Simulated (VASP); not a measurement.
# CdSe (Cadmoselite) (P6_3mc) in VASP: a series of runs

The runs below take CdSe (Cadmoselite) through relaxation of shape and atoms at fixed volume, relaxation of cell and atoms, with PBE, LDA.

All numbers are computed with VASP 6.6.1; they aren't measurements. Logs are shortened: lines on timing, memory, paths and dates and some standing lists are left out, and cuts for length are marked.

## (1) Starting point

It takes space group P6_3mc (No. 186, hexagonal). Conventional cell: a = 4.300 Å, b = 4.300 Å, c = 7.020 Å, α = 90.00°, β = 90.00°, γ = 120.00°. Around Cd (site symmetry 3m) lie 4 Se at 2.61 to 2.70 Å. Around Se (site symmetry 3m) lie 4 Cd at 2.61 to 2.70 Å.

## (2) Relaxation of shape and atoms at fixed volume, PBE (a relaxed cell with its volume scaled by 1.02)

File INCAR:

```
SYSTEM = CdSe
ALGO = Normal ; EDIFF = 1E-7
EDIFFG = -0.01 ; ENCUT = 600
GGA = PE ; IBRION = 2
ISIF = 4 ; ISMEAR = 0
LASPH = .TRUE. ; LCHARG = .FALSE.
LREAL = .FALSE. ; LWAVE = .FALSE.
NELM = 80 ; NSW = 40
PREC = Accurate ; SIGMA = 0.03
```

File KPOINTS:

```
k-points
0
G
  9 9 4
  0 0 0
```

File POSCAR:

```
CdSe                                    
1.0
    4.4189990676     -0.0000000000      0.0000000000
   -2.2094995339      3.8269654519      0.0000000000
    0.0000000000      0.0000000000      7.2120300069
  Cd              Se            
     2     2
Direct
     0.3333333332999970    0.6666666667000030    0.0045799279776138
     0.6666666667000030    0.3333333332999970    0.5045799279776138
     0.3333333332999970    0.6666666667000030    0.3804200720223842
     0.6666666667000030    0.3333333332999970    0.8804200720223843
```

Potentials or basis: VASP PAW PBE potentials, release 64 (Cd, Se).

Run with:

```sh
cat potpaw_PBE.64/Cd/POTCAR potpaw_PBE.64/Se/POTCAR > POTCAR
mpirun -np 1 vasp_std > vasp.out
```

OUTCAR:

```text
SYSTEM = CdSe
   EDIFF = 1E-7
   EDIFFG = -0.01
   ENCUT = 600
   GGA = PE
   IBRION = 2
   ISIF = 4
   ISMEAR = 0
   LASPH = .TRUE.
   LREAL = .FALSE.
   NELM = 80
   NSW = 40
   PREC = Accurate

 ion  position               nearest neighbor table
   1  0.333  0.667  0.005-   4 2.70   4 2.70   4 2.70   3 2.71
   2  0.667  0.333  0.505-   3 2.70   3 2.70   3 2.70   4 2.71
   3  0.333  0.667  0.380-   2 2.70   2 2.70   2 2.70   1 2.71
   4  0.667  0.333  0.880-   1 2.70   1 2.70   1 2.70   2 2.71

  LATTYP: Found a hexagonal cell.
 ALAT       =     4.4189990676
 C/A-ratio  =     1.6320505835

  Lattice vectors:

 A1 = (   4.4189990676,   0.0000000000,   0.0000000000)
 A2 = (  -2.2094995339,   3.8269654519,   0.0000000000)
 A3 = (   0.0000000000,   0.0000000000,   7.2120300069)

Analysis of symmetry for initial positions (statically):
=====================================================================
 Subroutine PRICEL returns:
 Original cell was already a primitive cell.

 Routine SETGRP: Setting up the symmetry group for a
 hexagonal supercell.

 Subroutine GETGRP returns: Found 12 space group operations
 (whereof  6 operations were pure point group operations)
 out of a pool of 24 trial point group operations.

The static configuration has the point symmetry C_3v.
 The point group associated with its full space group is C_6v.

Analysis of symmetry for dynamics (positions and initial velocities):
=====================================================================
 Subroutine PRICEL returns:
 Original cell was already a primitive cell.

 Routine SETGRP: Setting up the symmetry group for a
 hexagonal supercell.

 Subroutine GETGRP returns: Found 12 space group operations
 (whereof  6 operations were pure point group operations)
 out of a pool of 24 trial point group operations.

The dynamic configuration has the point symmetry C_3v.
 The point group associated with its full space group is C_6v.

 Subroutine INISYM returns: Found 12 space group operations
 (whereof  6 operations are pure point group operations),
 and found     1 'primitive' translations

----------------------------------------------------------------------------------------

                                     Primitive cell

  volume of cell :     121.9652

  direct lattice vectors                    reciprocal lattice vectors
     4.418999068  0.000000000  0.000000000     0.226295590  0.130651820  0.000000000
    -2.209499534  3.826965452  0.000000000     0.000000000  0.261303639  0.000000000
     0.000000000  0.000000000  7.212030007     0.000000000  0.000000000  0.138657216

  length of vectors
     4.418999068  4.418999068  7.212030007     0.261303639  0.261303639  0.138657216

  position of ions in fractional coordinates (direct lattice)
     0.333333333  0.666666667  0.004579928
     0.666666667  0.333333333  0.504579928
     0.333333333  0.666666667  0.380420072
     0.666666667  0.333333333  0.880420072

  ion indices of the primitive-cell ions
   primitive index   ion index
                 1           1
                 2           2
                 3           3
                 4           4

----------------------------------------------------------------------------------------

 KPOINTS: k-points

Automatic generation of k-mesh.
 Grid dimensions read from file:
 generate k-points for:    9    9    4

 Generating k-lattice:

  Cartesian coordinates                     Fractional coordinates (reciprocal lattice)
     0.025143954  0.014516869  0.000000000     0.111111111  0.000000000  0.000000000
     0.000000000  0.029033738  0.000000000     0.000000000  0.111111111  0.000000000
     0.000000000  0.000000000  0.034664304     0.000000000  0.000000000  0.250000000

  Length of vectors
     0.029033738  0.029033738  0.034664304

  Shift w.r.t. Gamma in fractional coordinates (k-lattice)
     0.000000000  0.000000000  0.000000000

 Subroutine IBZKPT returns following result:
 ===========================================

 Found     36 irreducible k-points:

 Following reciprocal coordinates:
            Coordinates               Weight
  0.000000  0.000000  0.000000      1.000000
  0.111111  0.000000  0.000000      6.000000
  0.222222  0.000000  0.000000      6.000000
  0.333333  0.000000  0.000000      6.000000
  0.444444  0.000000  0.000000      6.000000
  0.111111  0.111111  0.000000      6.000000
[... 16 lines left out ...]
  0.333333  0.222222  0.250000     24.000000
  0.333333  0.333333  0.250000      4.000000
 [... further k-points ...]
   k-points           NKPTS =     36   k-points in BZ     NKDIM =     36   number of bands    NBANDS=     22
   number of dos      NEDOS =    301   number of ions     NIONS =      4
   total plane-waves  NPLWV =  77760
   dimension x,y,z NGX =    36 NGY =   36 NGZ =   60
   dimension x,y,z NGXF=    72 NGYF=   72 NGZF=  120
   ions per type =               2   2
   NGX,Y,Z   is equivalent  to a cutoff of  13.54, 13.54, 13.83 a.u.
   NGXF,Y,Z  is equivalent  to a cutoff of  27.09, 27.09, 27.66 a.u.
 SYSTEM =  CdSe
   PREC   = accura    normal or accurate (medium, high low for compatibility)
   ISTART =      0    job   : 0-new  1-cont  2-samecut
   ICHARG =      2    charge: 1-file 2-atom 10-const
   ISPIN  =      1    spin polarized calculation?
   LNONCOLLINEAR =      F non collinear calculations
   LSORBIT =      F    spin-orbit coupling
   LASPH  =      T    aspherical Exc in radial PAW
   ENCUT  =  600.0 eV  44.10 Ry    6.64 a.u.   8.83  8.83 14.40*2*pi/ulx,y,z
   NELM   =     80;   NELMIN=  2; NELMDL= -5     # of ELM steps
   EDIFF  = 0.1E-06   stopping-criterion for ELM
   LREAL  =      F    real-space projection
   EDIFFG = -.1E-01   stopping-criterion for IOM
   NSW    =     40    number of steps for IOM
   IBRION =      2    ionic relax: 0-MD 1-quasi-New 2-CG
   NFREE  =      1    steps in history (QN), initial steepest desc. (CG)
   ISIF   =      4    stress and relaxation
   ISYM   =      2    0-nonsym 1-usesym 2-fastsym
   POTIM  = 0.5000    time-step for ionic-motion
   TEBEG  =    0.0;   TEEND  =   0.0 temperature during run
   PSTRESS=    0.0 pullay stress
   NELECT =      36.0000    total number of electrons
   NUPDOWN=      -1.0000    fix difference up-down
   EMIN   =  10.00;   EMAX   =-10.00  energy-range for DOS
   EFERMI =   0.00;   METHOD = LEGACY
   ISMEAR =     0;   SIGMA  =   0.03  broadening in eV -4-tet -1-fermi 0-gaus
   EFERMI_NEDOS =   21; number of points for ismear=-14 and -15
   IALGO  =     38    algorithm
   IMIX   =      4    mixing-type and parameters
     AMIX     =   0.40;   BMIX     =  1.00
     AMIX_MAG =   1.60;   BMIX_MAG =  1.00
  volume/ion in A,a.u.               =      30.49       205.77
  Fermi-wavevector in a.u.,A,eV,Ry     =   1.090010  2.059820 16.165368  1.188121
  Thomas-Fermi vector in A             =   2.226225
   LORBIT       =      0    0 simple, 1 ext, 2 COOP (PROOUT), +10 PAW based schemes
   GGA     = PE    functional components
   LHFCALC =     F    Hartree Fock is set to
   AEXX    =    0.0000 exact exchange contribution
   IVDW    =     0    specifies the selected vdW correction
   LEPSILON=     F    determine dielectric tensor
   LRPA    =     F    only Hartree local field effects (RPA)
 conjugate gradient relaxation of ions
 non-spin polarized calculation
 Gauss-broadening in eV      SIGMA  =   0.03
  energy-cutoff  :      600.00
  volume of cell :      121.97
 maximum number of plane-waves:      4116
 NGX is ok and might be reduce to    36
   NGX = 17   NGY = 17   NGZ = 29

 number of electron      36.0000012 magnetization

 Free energy of the ion-electron system (eV)
  ---------------------------------------------------
  ext. energy  EPLUGINS =         0.00000000
  ---------------------------------------------------
  free energy    TOTEN  =       -10.98900501 eV

  energy without entropy =      -10.98900501  energy(sigma->0) =      -10.98900501

 E-fermi :   0.4872     XC(G=0):  -8.5179

 val. band max:        0.3390740763   @ k =   0.0000   0.0000   0.0000
 cond. band min:       0.8269804976   @ k =   0.0000   0.0000   0.0000
 fundamental gap:      0.4879064213
 Fermi energy:         0.4871509410

 k-point     1 :       0.0000    0.0000    0.0000
  band No.  band energies     occupation
      1     -11.8414      2.00000
      2     -11.5318      2.00000
      3      -7.3542      2.00000
      4      -7.3497      2.00000
      5      -7.3497      2.00000
      6      -7.2961      2.00000
[... 14 lines left out ...]
     21       6.1857      0.00000
     22       6.1857      0.00000

 k-point     2 :       0.1111    0.0000    0.0000
  band No.  band energies     occupation
      1     -11.8099      2.00000
      2     -11.5173      2.00000
      3      -7.3450      2.00000
      4      -7.3387      2.00000
      5      -7.3229      2.00000
      6      -7.2823      2.00000
[... 14 lines left out ...]
     21       5.8186      0.00000
     22       6.3542      0.00000

 k-point     3 :       0.2222    0.0000    0.0000
  band No.  band energies     occupation
      1     -11.7272      2.00000
      2     -11.4828      2.00000
      3      -7.3209      2.00000
      4      -7.3134      2.00000
      5      -7.2556      2.00000
      6      -7.2433      2.00000
[... 14 lines left out ...]
     21       5.4558      0.00000
     22       6.2932      0.00000

 k-point     4 :       0.3333    0.0000    0.0000
  band No.  band energies     occupation
      1     -11.6254      2.00000
      2     -11.4500      2.00000
      3      -7.2982      2.00000
      4      -7.2907      2.00000
      5      -7.2048      2.00000
      6      -7.2015      2.00000
[... 14 lines left out ...]
     21       5.3643      0.00000
     22       6.0285      0.00000

 k-point     5 :       0.4444    0.0000    0.0000
  band No.  band energies     occupation
      1     -11.5488      2.00000
      2     -11.4381      2.00000
      3      -7.2868      2.00000
      4      -7.2799      2.00000
      5      -7.1758      2.00000
      6      -7.1679      2.00000
[... 14 lines left out ...]
     21       5.1619      0.00000
     22       6.1510      0.00000

 k-point     6 :       0.1111    0.1111    0.0000
  band No.  band energies     occupation
      1     -11.7528      2.00000
      2     -11.4928      2.00000
      3      -7.3268      2.00000
      4      -7.3216      2.00000
      5      -7.2742      2.00000
      6      -7.2595      2.00000
[... 14 lines left out ...]
     21       5.5092      0.00000
     22       6.2525      0.00000

 k-point     7 :       0.2222    0.1111    0.0000
  band No.  band energies     occupation
      1     -11.6601      2.00000
      2     -11.4596      2.00000
      3      -7.3016      2.00000
      4      -7.2996      2.00000
      5      -7.2228      2.00000
      6      -7.2198      2.00000
[... 324 lines left out ...]
      6      -7.1971      2.00000
[... 14 lines left out ...]
     21       5.3793      0.00000
     22       5.6240      0.00000

 k-point    21 :       0.4444    0.1111    0.2500
  band No.  band energies     occupation
      1     -11.5102      2.00000
      2     -11.4487      2.00000
      3      -7.2743      2.00000
      4      -7.2646      2.00000
      5      -7.2031      2.00000
      6      -7.1857      2.00000
[... 14 lines left out ...]
     21       5.4758      0.00000
     22       5.5022      0.00000

 k-point    22 :       0.2222    0.2222    0.2500
  band No.  band energies     occupation
      1     -11.5542      2.00000
      2     -11.4580      2.00000
      3      -7.2800      2.00000
      4      -7.2664      2.00000
      5      -7.2142      2.00000
      6      -7.2018      2.00000
[... 14 lines left out ...]
     21       5.4555      0.00000
     22       5.7276      0.00000

 k-point    23 :       0.3333    0.2222    0.2500
  band No.  band energies     occupation
      1     -11.4964      2.00000
      2     -11.4482      2.00000
      3      -7.2768      2.00000
      4      -7.2465      2.00000
      5      -7.2062      2.00000
      6      -7.1853      2.00000
[... 14 lines left out ...]
     21       5.3657      0.00000
     22       5.8982      0.00000

 k-point    24 :       0.3333    0.3333    0.2500
  band No.  band energies     occupation
      1     -11.4608      2.00000
      2     -11.4608      2.00000
      3      -7.2789      2.00000
      4      -7.2190      2.00000
      5      -7.2190      2.00000
      6      -7.1812      2.00000
[... 14 lines left out ...]
     21       5.1471      0.00000
     22       6.5886      0.00000

 [... further k-points ...]

------------------------ aborting loop because EDIFF is reached ----------------------------------------

  FORCE on cell =-STRESS in cart. coord.  units (eV):
  Direction    XX          YY          ZZ          XY          YZ          ZX
  --------------------------------------------------------------------------------------
  -------------------------------------------------------------------------------------
  Total       -0.6439585     -0.6439585     -0.6422797      0.0000000      0.0000000      0.0000000
  in kB       -8.4592625     -8.4592625     -8.4372088      0.0000000      0.0000000      0.0000000
  external PRESSURE =      -8.4519112 kB  Pullay stress =       0.0000000 kB

 VOLUME and BASIS-vectors are now :
 -----------------------------------------------------------------------------
  energy-cutoff  :      600.00
  volume of cell :      121.97
      direct lattice vectors                 reciprocal lattice vectors
     4.418999068  0.000000000  0.000000000     0.226295590  0.130651820  0.000000000
    -2.209499534  3.826965452  0.000000000     0.000000000  0.261303639  0.000000000
     0.000000000  0.000000000  7.212030007     0.000000000  0.000000000  0.138657216

 POSITION                                       TOTAL-FORCE (eV/Angst)
 -----------------------------------------------------------------------------------
     -0.00000      2.55131      0.03303        -0.000000     -0.000000      0.000795
      2.20950      1.27566      3.63905        -0.000000     -0.000000      0.000795
     -0.00000      2.55131      2.74360         0.000000      0.000000     -0.000795
      2.20950      1.27566      6.34962        -0.000000      0.000000     -0.000795
 -----------------------------------------------------------------------------------
    total drift:                               -0.000000     -0.000000      0.000352

  FREE ENERGIE OF THE ION-ELECTRON SYSTEM (eV)
  ---------------------------------------------------
  free  energy   TOTEN  =       -10.9890050112 eV

  energy  without entropy=      -10.9890050112  energy(sigma->0) =      -10.98900501

 reached required accuracy - stopping structural energy minimisation
```

Wall time 79 s (1 thread of Intel Xeon Platinum 8488C (Sapphire Rapids), shared host); peak memory 0.32 GiB.

Results:

| Quantity | Value |
| --- | --- |
| Free energy | -10.9890 eV |
| Pressure after relaxing | -0.8 GPa |
| Band gap on the k mesh | 0.49 eV, direct |

Final structure:
```
Cd Se
1.0
     4.41900    0.00000    0.00000
    -2.20950    3.82697    0.00000
     0.00000    0.00000    7.21203
Cd Se
2 2
Direct
  0.33333 0.66667 0.00458
  0.66667 0.33333 0.50458
  0.33333 0.66667 0.38042
  0.66667 0.33333 0.88042
```

Caveat: the relaxation stopped at its first step, so nothing moved.

[end of part 1 of 3]
